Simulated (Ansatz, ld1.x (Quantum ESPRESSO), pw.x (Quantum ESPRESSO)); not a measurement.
# Equation-of-state test of one TM potential (titanium)

Ti, norm-conserving Troullier–Martins (Kleinman–Bylander form), made with ld1.x (Quantum ESPRESSO) 7.5 (PBE, scalar-relativistic). Core [Ar], reference 3d3 4s1 4p0. Waves: 4p (bound, empty): rc 3.40 bohr; 3d (bound): rc 1.55 bohr; 4s (bound): rc 3.20 bohr. Local part: the s channel. Core correction: none.

Crystal test: bcc Ti in pw.x 7.5, no spin, 14³ k-points, Fermi–Dirac smearing 0.01 Ry, cutoffs 110/440 Ry. The lattice is a test structure that the element need not adopt, and mesh and smearing are coarse.

pw.x input:

```
&control
  calculation='scf', prefix='x', pseudo_dir='./', outdir='./tmp', tstress=.true., disk_io='low'
/
&system
  ibrav=0, nat=1, ntyp=1, ecutwfc=110, ecutrho=440, nbnd=9,
  occupations='smearing', smearing='fd', degauss=0.01
/
&electrons
  conv_thr=1e-09, mixing_beta=0.4, electron_maxstep=70
/
ATOMIC_SPECIES
Ti 1.0 Ti.UPF
CELL_PARAMETERS angstrom
  -1.63062743 1.63062743 1.63062743
  1.63062743 -1.63062743 1.63062743
  1.63062743 1.63062743 -1.63062743
ATOMIC_POSITIONS crystal
Ti 0.0000 0.0000 0.0000
K_POINTS automatic
14 14 14 0 0 0
```

```bash
pw.x < Ti.scf.in > Ti.scf.out
```

Q: How does the run end?

A: It converges; the pressure is 5.18 GPa against 0.23 GPa from all-electron LAPW. The largest radius (3.40 bohr) exceeds half the bond length (2.67 bohr), so the spheres overlap, which is one possible source of error among others. This is a poor potential for the solid. The log shows:

```
     scf convergence threshold =      1.0E-09
     Exchange-correlation= PBE
     number of k points=   104  Fermi-Dirac smearing, width (Ry)=  0.0100
     iteration #  1     ecut=   110.00 Ry     beta= 0.40
     total energy              =      -7.05952359 Ry
     estimated scf accuracy    <       0.21364421 Ry
     iteration #  2     ecut=   110.00 Ry     beta= 0.40
     total energy              =      -7.07400417 Ry
     estimated scf accuracy    <       0.01105939 Ry
     iteration #  3     ecut=   110.00 Ry     beta= 0.40
     total energy              =      -7.07609130 Ry
     estimated scf accuracy    <       0.00006034 Ry
     iteration #  4     ecut=   110.00 Ry     beta= 0.40
     total energy              =      -7.07610686 Ry
     estimated scf accuracy    <       0.00001579 Ry
     iteration #  5     ecut=   110.00 Ry     beta= 0.40
     total energy              =      -7.07623201 Ry
     estimated scf accuracy    <       0.00003147 Ry
     iteration #  6     ecut=   110.00 Ry     beta= 0.40
     total energy              =      -7.07623308 Ry
     estimated scf accuracy    <       0.00000421 Ry
     iteration #  7     ecut=   110.00 Ry     beta= 0.40
     total energy              =      -7.07623394 Ry
     estimated scf accuracy    <       0.00000005 Ry
     iteration #  8     ecut=   110.00 Ry     beta= 0.40
     total energy              =      -7.07623396 Ry
     estimated scf accuracy    <          3.4E-09 Ry
     iteration #  9     ecut=   110.00 Ry     beta= 0.40
     the Fermi energy is     7.9937 ev
!    total energy              =      -7.07623398 Ry
     estimated scf accuracy    <          1.7E-11 Ry
     smearing contrib. (-TS)   =      -0.01026293 Ry
     The total energy is F=E-TS. E is the sum of the following terms:
     one-electron contribution =       4.55279202 Ry
     hartree contribution      =       0.30449106 Ry
     xc contribution           =      -2.47511474 Ry
     ewald contribution        =      -9.44813939 Ry
     convergence has been achieved in   9 iterations
          total   stress  (Ry/bohr**3)                   (kbar)     P=       51.80
```
